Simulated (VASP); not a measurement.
# Fe (P6_3/mmc) in VASP: notebook

The runs below take Fe through single point, with PBE, PBEsol.

Everything below comes from runs of VASP 6.6.1. Logs are shortened: lines on timing, memory, paths and dates and some standing lists are left out, and cuts for length are marked.

### Step 1. Starting point

The structure is hexagonal, space group P6_3/mmc (No. 194). Conventional cell: a = 2.434 Å, b = 2.434 Å, c = 3.842 Å, α = 90.00°, β = 90.00°, γ = 120.00°. Fe (site symmetry -6m2) has 12 Fe at 2.38 to 2.43 Å as nearest neighbours.

This isn't the form of Fe at room conditions, which is bcc.

### Step 2. Single point, PBE (volume scaled by 0.98)

Input file INCAR:

```
PREC = Accurate
ENCUT = 520
EDIFF = 1E-7
ISMEAR = -1
SIGMA = 0.08
LREAL = F
LASPH = T
NELM = 100
ALGO = Fast
ISIF = 2
LWAVE = F
LCHARG = T
GGA = PE
LELF = T
LVHAR = T
NBANDS = 15
```

Input file KPOINTS:

```
regular mesh
0
Gamma
  17 17 10
```

Input file POSCAR:

```
Fe
1.0
    2.4178204650      0.0000000000      0.0000000000
   -1.2089102325      2.0938939445      0.0000000000
    0.0000000000      0.0000000000      3.8161488980
Fe
2
Direct
    0.3333333333      0.6666666667      0.2500000000
    0.6666666667      0.3333333333      0.7500000000
```

Potentials or basis: VASP PAW PBE potentials, release 64 (Fe).

The run is started by

```console
> cat potpaw_PBE.64/Fe/POTCAR > POTCAR
> mpirun -np 1 vasp_std > vasp.out
```

OUTCAR:

```text
PREC = Accurate
   ENCUT = 520
   EDIFF = 1E-7
   ISMEAR = -1
   LREAL = F
   LASPH = T
   NELM = 100
   ISIF = 2
   GGA = PE

 ion  position               nearest neighbor table
   1  0.333  0.667  0.250-   2 2.36   2 2.36   2 2.36   2 2.36   2 2.36   2 2.36
   2  0.667  0.333  0.750-   1 2.36   1 2.36   1 2.36   1 2.36   1 2.36   1 2.36

  LATTYP: Found a hexagonal cell.
 ALAT       =     2.4178204650
 C/A-ratio  =     1.5783425417

  Lattice vectors:

 A1 = (   2.4178204650,   0.0000000000,   0.0000000000)
 A2 = (  -1.2089102325,   2.0938939445,   0.0000000000)
 A3 = (   0.0000000000,   0.0000000000,   3.8161488980)

Analysis of symmetry for initial positions (statically):
=====================================================================
 Subroutine PRICEL returns:
 Original cell was already a primitive cell.

 Routine SETGRP: Setting up the symmetry group for a
 hexagonal supercell.

 Subroutine GETGRP returns: Found 24 space group operations
 (whereof 12 operations were pure point group operations)
 out of a pool of 24 trial point group operations.

The static configuration has the point symmetry D_3d.
 The point group associated with its full space group is D_6h.

Analysis of symmetry for dynamics (positions and initial velocities):
=====================================================================
 Subroutine PRICEL returns:
 Original cell was already a primitive cell.

 Routine SETGRP: Setting up the symmetry group for a
 hexagonal supercell.

 Subroutine GETGRP returns: Found 24 space group operations
 (whereof 12 operations were pure point group operations)
 out of a pool of 24 trial point group operations.

The dynamic configuration has the point symmetry D_3d.
 The point group associated with its full space group is D_6h.

 Subroutine INISYM returns: Found 24 space group operations
 (whereof 12 operations are pure point group operations),
 and found     1 'primitive' translations

----------------------------------------------------------------------------------------

                                     Primitive cell

  volume of cell :      19.3199

  direct lattice vectors                    reciprocal lattice vectors
     2.417820465  0.000000000  0.000000000     0.413595639  0.238789553  0.000000000
    -1.208910233  2.093893944  0.000000000     0.000000000  0.477579107  0.000000000
     0.000000000  0.000000000  3.816148898     0.000000000  0.000000000  0.262044283

  length of vectors
[... 94 lines left out ...]
   NUPDOWN=      -1.0000    fix difference up-down
   EMIN   =  10.00;   EMAX   =-10.00  energy-range for DOS
   EFERMI =   0.00;   METHOD = LEGACY
   ISMEAR =    -1;   SIGMA  =   0.08  broadening in eV -4-tet -1-fermi 0-gaus
   EFERMI_NEDOS =   21; number of points for ismear=-14 and -15
   IALGO  =     68    algorithm
   IMIX   =      4    mixing-type and parameters
     AMIX     =   0.40;   BMIX     =  1.00
     AMIX_MAG =   1.60;   BMIX_MAG =  1.00
  volume/ion in A,a.u.               =       9.66        65.19
  Fermi-wavevector in a.u.,A,eV,Ry     =   1.537376  2.905220 32.157716  2.363525
  Thomas-Fermi vector in A             =   2.643894
   LORBIT       =      0    0 simple, 1 ext, 2 COOP (PROOUT), +10 PAW based schemes
   GGA     = PE    functional components
   LHFCALC =     F    Hartree Fock is set to
   AEXX    =    0.0000 exact exchange contribution
   IVDW    =     0    specifies the selected vdW correction
   LEPSILON=     F    determine dielectric tensor
   LRPA    =     F    only Hartree local field effects (RPA)
 non-spin polarized calculation
 RMM-DIIS sequential band-by-band and
  energy-cutoff  :      520.00
  volume of cell :       19.32
 maximum number of plane-waves:       540
 NGX is ok and might be reduce to    18
   NGX =  9   NGY =  9   NGZ = 15

 number of electron      15.9999996 magnetization

 Free energy of the ion-electron system (eV)
  ---------------------------------------------------
  ext. energy  EPLUGINS =         0.00000000
  ---------------------------------------------------
  free energy    TOTEN  =       -16.28070925 eV

  energy without entropy =      -16.22873398  energy(sigma->0) =      -16.25472162

 E-fermi :   7.5358     XC(G=0): -14.1072

 val. band max:        7.5322314481   @ k =   0.2941  -0.0000   0.2000
 cond. band min:       7.5374569889   @ k =   0.2941  -0.0000   0.0000
 fundamental gap:      0.0052255408
 Fermi energy:         7.5358347302

 k-point     1 :       0.0000    0.0000    0.0000
  band No.  band energies     occupation
      1      -1.6954      2.00000
      2       2.2713      2.00000
      3       5.7442      2.00000
      4       5.7442      2.00000
      5       5.8992      2.00000
      6       6.2533      2.00000
      7       6.2533      2.00000
      8       6.6130      1.99998
      9       6.6130      1.99998
     10       8.1191      0.00136
     11       8.3002      0.00014
     12       8.3002      0.00014
     13      16.8888      0.00000
     14      29.8392      0.00000
[... 401 lines left out ...]
      2       3.6152      2.00000
      3       3.9564      2.00000
      4       4.1410      2.00000
      5       5.4891      2.00000
      6       5.9190      2.00000
      7       6.3362      2.00000
      8       7.0323      1.99631
      9       7.6500      0.38701
     10       8.2210      0.00038
     11       8.5333      0.00001
     12      15.2444      0.00000
     13      17.2773      0.00000
     14      21.4786      0.00000
     15      22.3413      0.00000

 [... further k-points ...]

------------------------ aborting loop because EDIFF is reached ----------------------------------------

  FORCE on cell =-STRESS in cart. coord.  units (eV):
  Direction    XX          YY          ZZ          XY          YZ          ZX
  --------------------------------------------------------------------------------------
  -------------------------------------------------------------------------------------
  Total        2.0234587      2.0234587      2.1989614      0.0000000      0.0000000      0.0000000
  in kB      167.8034470    167.8034470    182.3577165      0.0000000      0.0000000      0.0000000
  external PRESSURE =     172.6548702 kB  Pullay stress =       0.0000000 kB

 VOLUME and BASIS-vectors are now :
 -----------------------------------------------------------------------------
  energy-cutoff  :      520.00
  volume of cell :       19.32
      direct lattice vectors                 reciprocal lattice vectors
     2.417820465  0.000000000  0.000000000     0.413595639  0.238789553  0.000000000
    -1.208910233  2.093893944  0.000000000     0.000000000  0.477579107  0.000000000
     0.000000000  0.000000000  3.816148898     0.000000000  0.000000000  0.262044283

 POSITION                                       TOTAL-FORCE (eV/Angst)
 -----------------------------------------------------------------------------------
     -0.00000      1.39593      0.95404        -0.000000     -0.000000      0.000000
      1.20891      0.69796      2.86211         0.000000      0.000000      0.000000
 -----------------------------------------------------------------------------------
    total drift:                                0.000000     -0.000000     -0.000000

  FREE ENERGIE OF THE ION-ELECTRON SYSTEM (eV)
  ---------------------------------------------------
  free  energy   TOTEN  =       -16.2807092529 eV

  energy  without entropy=      -16.2287339817  energy(sigma->0) =      -16.25472162
```

OSZICAR:

```text
N       E                     dE             d eps       ncg     rms          rms(c)
DAV:   1     0.773677872255E+02    0.77368E+02   -0.72785E+03  6076   0.146E+03
DAV:   2    -0.173122908023E+02   -0.94680E+02   -0.84583E+02  5947   0.248E+02
DAV:   3    -0.193453527253E+02   -0.20331E+01   -0.19644E+01  7123   0.526E+01
DAV:   4    -0.193575885419E+02   -0.12236E-01   -0.12234E-01  7158   0.348E+00
DAV:   5    -0.193577434577E+02   -0.15492E-03   -0.15491E-03  7270   0.390E-01    0.182E+01
RMM:   6    -0.164228780425E+02    0.29349E+01   -0.10728E+01  6523   0.491E+01    0.234E+00
RMM:   7    -0.163183408648E+02    0.10454E+00   -0.78143E-01  6600   0.148E+01    0.157E+00
RMM:   8    -0.162922811907E+02    0.26060E-01   -0.10965E-01  6855   0.237E+00    0.397E-01
RMM:   9    -0.162813888409E+02    0.10892E-01   -0.23854E-02  6572   0.259E+00    0.323E-01
RMM:  10    -0.162807915202E+02    0.59732E-03   -0.68960E-03  6851   0.709E-01    0.125E-01
RMM:  11    -0.162806871398E+02    0.10438E-03   -0.14365E-03  6776   0.603E-01    0.158E-02
RMM:  12    -0.162807105747E+02   -0.23435E-04   -0.28573E-04  6778   0.130E-01    0.204E-02
RMM:  13    -0.162807087127E+02    0.18620E-05   -0.26761E-05  6897   0.762E-02    0.102E-02
RMM:  14    -0.162807082625E+02    0.45020E-06   -0.68841E-06  6789   0.300E-02    0.332E-03
RMM:  15    -0.162807092777E+02   -0.10152E-05   -0.18562E-06  6043   0.106E-02    0.281E-03
RMM:  16    -0.162807092529E+02    0.24769E-07   -0.19160E-07  4180   0.500E-03
   1 F= -.16280709E+02 E0= -.16254722E+02  d E =-.519753E-01
```

Wall time 32 s (1 thread of AMD EPYC 9R45 (Zen 5), shared host); peak memory 0.13 GiB.

Results:

```yaml
Free_energy: -16.2807 eV
Pressure: 17.3 GPa
Band_gap_on_the_k_mesh: none (metal or under the smearing width)
```

Caveat: so large a pressure means that the cell lies far from this level's equilibrium, or that cutoff or potentials fall short; the run has no spin polarisation, though such a crystal can be magnetic.

### Step 3. Single point, PBEsol

Input file INCAR:

```
SYSTEM = Fe
PREC = Accurate
ENCUT = 520
EDIFF = 1E-7
ISMEAR = -1
SIGMA = 0.08
LREAL = .FALSE.
LASPH = .TRUE.
NELM = 100
ALGO = Fast
ISIF = 2
LWAVE = .FALSE.
LCHARG = .FALSE.
GGA = PS
NBANDS = 15
```

Input file KPOINTS:

```
Automatic mesh
0
G
  17 17 10
  0 0 0
```

Input file POSCAR:

```
Fe
1.0
    2.4341575853      0.0000000000      0.0000000000
   -1.2170787927      2.1080423057      0.0000000000
    0.0000000000      0.0000000000      3.8419344700
Fe
2
Direct
    0.3333333333      0.6666666667      0.2500000000
    0.6666666667      0.3333333333      0.7500000000
```

Potentials or basis: VASP PAW PBE potentials, release 64 (Fe).

The run is started by

```console
> cat potpaw_PBE.64/Fe/POTCAR > POTCAR
> mpirun -np 1 vasp_std > vasp.out
```

It took 39 s on 1 thread of Intel Xeon Platinum 8488C (Sapphire Rapids), shared host; peak memory 0.16 GiB.

The run converged. Its results:

```
Free energy            : -17.8954 eV
Pressure               : -1.5 GPa
Band gap on the k mesh : none (metal or under the smearing width)
```

Stress tensor (GPa, compression positive):
```
-1.79  0.00  0.00
 0.00 -1.79  0.00
 0.00  0.00 -1.04
```

Levels at points of the mesh, in eV from the Fermi level:
```csv
k point,band 5,band 6,band 7,band 8,band 9,band 10,band 11,band 12
"(0.00, 0.00, 0.00)",-1.60,-1.25,-1.25,-0.90,-0.90,0.54,0.75,0.75
"(0.00, 0.00, 0.50)",-1.87,-1.87,-1.87,-1.87,0.34,0.34,0.34,0.34
```

Caveat: the PAW data sets were made with another functional, which shifts forces and pressure a little; the run has no spin polarisation, though such a crystal can be magnetic. Spin polarisation is off, so any magnetic state and its effect on volume and gap are missing.
